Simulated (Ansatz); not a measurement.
input.yaml (Ansatz)

```yaml
crystal:
  lattice:
    - [0.0, 2.9338096209, 2.9338096209]
    - [2.9338096209, 0.0, 2.9338096209]
    - [2.9338096209, 2.9338096209, 0.0]
  atoms:
    - { symbol: W, position: [0.125, 0.125, 0.125] }
    - { symbol: W, position: [0.875, 0.875, 0.875] }
hamiltonian:
  xc: rpbe
  pseudopotentials:
    kind: paw
    azcp:
      W: "pseudopotentials/W.paw.azcp"
basis:
  ecutwfc: 420
  fft_grid_basis: typed
kpoints:
  mp_grid: { grid: [11, 11, 11], shift: [0, 0, 0] }
magnetization:
  spin_polarized: false
scf:
  occupations: { method: fermi_dirac, width: 0.1 }
  lower_state_search: "off"
output:
  stress: true
```

and its output:

```
Engine: ansatz 0.2.0, x86_64-unknown-linux-gnu
Pseudopotentials: kind: paw
Pseudopotential: W, paw, valence charge 14, recommended cutoff 420 eV (normal) 
Functional definition: RPBE
  parameter kappa = 0.804
  parameter beta = 0.06672455060314922
  exchange = rpbe_x(kappa = kappa, mu = beta*pi^2/3)
  correlation = pbe_c(beta = beta)
Crystal: 2 atoms, lattice volume = 50.504 Å³
Basis set: ecut = 420 eV, 965 PW (Γ)
Bands: 18, of which v1, the nominal top of the filled ones, is band 14 counted from 1 (13 counted from 0)
Symmetry: 48 space group operations
Space group: Fd-3m (ITA 227), of the structure as read, at distance tolerance 3.7e-5 Å
k-points: 56 of 1331
Non-local potential: W, projectors of the file, l = 0: 3, l = 1: 2, l = 2: 2, l = 3: 1
PAW form: soft (Blöchl's): semilocal exchange-correlation on the pseudo side does not see the compensation charge
PAW frozen core: W, regenerated for the run's functional, and the local potential with it (the file was generated under x = pbe(κ = 0.804, μ = 0.2195149727645171), c = pbe(β = 0.06672455060314922))
PAW one-centre angular grid: W, 590 points (default); XC on 64 Gauss nodes
Initial density: superposition of atomic densities (neutral atoms: chi_scale 0, normalization atom), corrected by the library's trained network
Initial wavefunctions: pseudopotential atomic-orbital guess
Functional: x = rpbe, c = pbe(β = 0.06672455060314922)
SCF iter   1: F=—  HF=-20789.954224 eV  |F-HF|=—  |Δ(HF+E_count)|=         —  Δρ=4.52e-3  dr2=6.02e-3  ethr=1.77e-3  ⟨swp⟩=5.1  Hψ=4759  notcnv=0
SCF iter   2: F=—  HF=-20789.954557 eV  |F-HF|=—  |Δ(HF+E_count)|=   3.33e-4  Δρ=2.66e-3  dr2=2.46e-3  ethr=2.15e-5  ⟨swp⟩=1.2  Hψ=1528  notcnv=0
SCF iter   3: F=—  HF=-20789.954725 eV  |F-HF|=—  |Δ(HF+E_count)|=   1.67e-4  Δρ=2.83e-4  dr2=4.24e-5  ethr=8.78e-6  ⟨swp⟩=2.0  Hψ=1317  notcnv=0
SCF iter   4: F=—  HF=-20789.954746 eV  |F-HF|=—  |Δ(HF+E_count)|=   2.14e-5  Δρ=6.85e-5  dr2=2.30e-6  ethr=1.51e-7  ⟨swp⟩=2.0  Hψ=1353  notcnv=0
SCF iter   5: F=—  HF=-20789.954748 eV  |F-HF|=—  |Δ(HF+E_count)|=   1.54e-6  Δρ=1.75e-5  dr2=1.92e-7  ethr=8.20e-9  ⟨swp⟩=2.0  Hψ=1356  notcnv=0
SCF iter   6: F=-20789.954748 eV  HF=-20789.954748 eV  |F-HF|=2.63e-8  |Δ(HF+E_count)|=   2.26e-7  Δρ=5.33e-6  dr2=1.50e-8  ethr=3.57e-10  ⟨swp⟩=4.5  Hψ=3234  notcnv=0
SCF 1 converged in 6 iterations: F = -20789.954748 eV  dr2 = 1.50e-8
SCF converged after 6 iterations
Free energy (F): -20789.954748 eV
Harris-Foulkes:  -20789.954748 eV  (|F-HF|=2.63e-8)
Internal energy: -20789.859654 eV  (E = F + TS)
E sigma→0 (E₀):  -20789.907201 eV
Entropy (-TS):   -0.095094 eV (-47.547 meV/atom)
Fermi energy:    12.164513 eV
--- Per-component energies (eV) ---
  E_band       = -419.330979
  E_kinetic    = 891.775701
  E_local      = -2238.447552  (includes V_loc(G=0)·N_el)
  E_nonlocal   = 8.933910
  E_hartree    = 818.109087
  E_xc         = -528.032717
  E_vxc        = -468.762205  (∫ρ·V_xc dr)
  E_paw        = -17151.107754  (= ΣΔE_a)
  E_vpaw       = -249.047037  (= ΣTr[D̂ρ^β])
  E_aug_tail   = -0.000127  (compensation charges beyond the density's cutoff)
  E_ewald      = -2591.055054
  E_core_change = -0.035149  (= ΣΔE_core)
  E_smearing   = -0.095094  (= −TS)
  E_closure    = -0.000000  (closes the sum)
  Σ components = -20789.954748   (vs F -20789.954748, Δ=0.00e0)
--- Stress (GPa, compression-positive) ---
       -0.009966       0.000000      -0.000000
        0.000000      -0.009966      -0.000000
        0.000000      -0.000000      -0.009966
  P = ⅓ Tr σ = -0.0100 GPa (-0.100 kbar)
```
